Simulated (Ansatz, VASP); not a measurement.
**CdSe (Cadmoselite): VASP beside Ansatz**

```
Cd Se
1.0
     4.38434    0.00000    0.00000
    -2.19217    3.79695    0.00000
     0.00000    0.00000    7.15768
Cd Se
2 2
Direct
  0.66667 0.33333 0.50000
  0.33333 0.66667 0.00000
  0.66667 0.33333 0.88500
  0.33333 0.66667 0.38500
```

Alike in both runs: task single point; functional BLYP; k mesh 7 × 7 × 4; occupations fermi-dirac, width 0.05 eV; no spin polarisation.

```csv
,VASP,Ansatz
version,VASP 6.6.1,Ansatz 0.2.0
potentials or method,"VASP PAW PBE potentials, release 64 (Cd, Se)",Ansatz PAW
plane-wave cutoff (eV),520,420
valence electrons in the cell,36,72
```

Ansatz gave:

| Quantity | Value |
| --- | --- |
| gap on the k mesh at the Fermi level (eV) | 0.49 |
| least direct gap on the mesh (eV) | 0.49 |
| pressure (GPa) | 2.6 |
| largest component of the traceless stress (GPa) | 0.95 |
| rms of the force components (eV/Å) | 0.144 |

Q: What did VASP give for the same quantities?

A: gap on the k mesh at the Fermi level (eV): 0.52; least direct gap on the mesh (eV): 0.52; pressure (GPa): 3.0; largest component of the traceless stress (GPa): 1.02; rms of the force components (eV/Å): 0.149.

Atom by atom the forces differ by 0.006 eV/Å (rms over components). The two sets of potentials don't hold the same shells in valence.

Caveats: the PAW data sets were made with another functional, which shifts forces and pressure a little (VASP); odd divisions of the mesh miss points on the zone boundary, where band edges often lie, so the gap on the mesh can be too wide (Ansatz); the PAW data sets come from PBE, with cores solved anew for the run's functional, which leaves a small shift of forces and pressure (Ansatz). As with any semilocal functional, this BLYP gap is likely too small.
